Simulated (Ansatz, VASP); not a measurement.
**Ag in VASP and in Ansatz**

```
Ag
1.0
     0.00000    2.88608    2.88608
     2.88608    0.00000    2.88608
     2.88608    2.88608    0.00000
Ag
2
Direct
  0.87500 0.87500 0.87500
  0.12500 0.12500 0.12500
```

Change from the starting cell: volume scaled by 0.8, LAPW.

Alike in both runs: task single point; functional PBE; k mesh 12 × 12 × 12; occupations fermi-dirac, width 0.1 eV; no spin polarisation.

```csv
,VASP,Ansatz
version,VASP 6.6.1,Ansatz 0.2.0
potentials or method,"VASP PAW PBE potentials, release 64 (Ag), cutoff 520 eV","all-electron LAPW, scalar-relativistic"
```

Ansatz gave:

- pressure (GPa): 12.7

Estimate VASP's values.

pressure (GPa): 12.5.

Ansatz ran all-electron here, so the differences hold the error of VASP's frozen core and of both bases.
